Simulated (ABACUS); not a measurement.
Runs of ABACUS 3.10.1 on Ta. The structure is cubic, space group Im-3m (No. 229). The conventional cell has a = 3.303 Å, b = 3.303 Å, c = 3.303 Å, α = 90.00°, β = 90.00°, γ = 90.00°. Ta (site symmetry m-3m) has 8 Ta at 2.86 Å as nearest neighbours. 

| task | level | potentials or basis | cell | k mesh | cutoff (eV) | SCF threshold on the density | eigensolver | symmetry key | orbital files | path | mesh quality | gap on the mesh (eV) | pressure (GPa) | relaxed volume (Å³/atom) |
| --- | --- | --- | --- | --- | --- | --- | --- | --- | --- | --- | --- | --- | --- | --- |
| single point | M06-L | SG15 ONCV 1.2 PBE, plane waves | as given | 7 × 7 × 7 | 939 | 1e-08 | dav | 1 | - | - | coarse | none | -11.1 | - |
| single point | SOGGA | PseudoDojo NC SR 0.5 PBE stringent, plane waves | as given | 9 × 9 × 9 | 1796 | 1e-08 | dav | 1 | - | - | not flagged | none | -5.5 | - |
| relaxation of cell and atoms | LDA | PseudoDojo NC SR 0.4.1 LDA stringent, DZP LCAO (the cutoffs set its grid) | relaxed | 10 × 10 × 10 | 1796 | 1e-07 | genelpa | 1 | Ta Ta_confined-atom_7au_3s2p2d2f.orb | - | not flagged | - | 0.0 | 17.31 |
| relaxation of cell and atoms | TASK | SG15 ONCV 1.2 PBE, plane waves | relaxed | 7 × 7 × 7 | 939 | 1e-08 | dav | 1 | - | - | coarse | none | 0.0 | 55.51 |
| single point | BLYP | PseudoDojo NC SR 0.5 PBE standard, plane waves | as given | 9 × 9 × 9 | 789 | 1e-08 | dav | 1 | - | - | not flagged | none | (b) | - |
| single point | AM05 | PseudoDojo NC SR 0.5 PBE stringent, plane waves | as given | 9 × 9 × 9 | 1796 | 1e-08 | dav | 1 | - | - | not flagged | none | -5.8 | - |
| relaxation of cell and atoms | PBEsol | PseudoDojo NC SR 0.5 PBE stringent, DZP LCAO (the cutoffs set its grid) | relaxed | 10 × 10 × 10 | 1796 | 1e-07 | genelpa | 1 | Ta Ta_confined-atom_7au_3s2p2d2f.orb | - | not flagged | none | 0.0 | (a) |
| single point | PBEsol | PseudoDojo NC SR 0.5 PBE stringent, DZP LCAO (the cutoffs set its grid) | as given | 10 × 10 × 10 | 1796 | 1e-07 | genelpa | 1 | Ta Ta_confined-atom_7au_3s2p2d2f.orb | - | not flagged | none | -3.9 | - |

Alike in all rows: no spin polarisation; smearing fermi-dirac 0.05 eV.

**Question.** Fill in the values left out.

**Answer.** (a) 17.68; (b) 8.2.

Caveats: some runs use coarse meshes; the potentials were made for another functional, which shifts forces and pressure (some runs); the atomic orbitals were generated for these runs and aren't a published set (some runs); the basis of atomic orbitals isn't converged, which shifts pressures, moduli and gaps (some runs); the volume moved by over 15 % at a fixed basis, so the end points are rough (some runs); the volume moved by +208 % from the deposited cell, more than functionals usually miss (some runs).

A k mesh can miss the band edges, and the runs leave out spin-orbit coupling on Ta.

A gap of «none» marks a metal or a gap under the smearing width.

The runs don't all hold the same shells in valence.
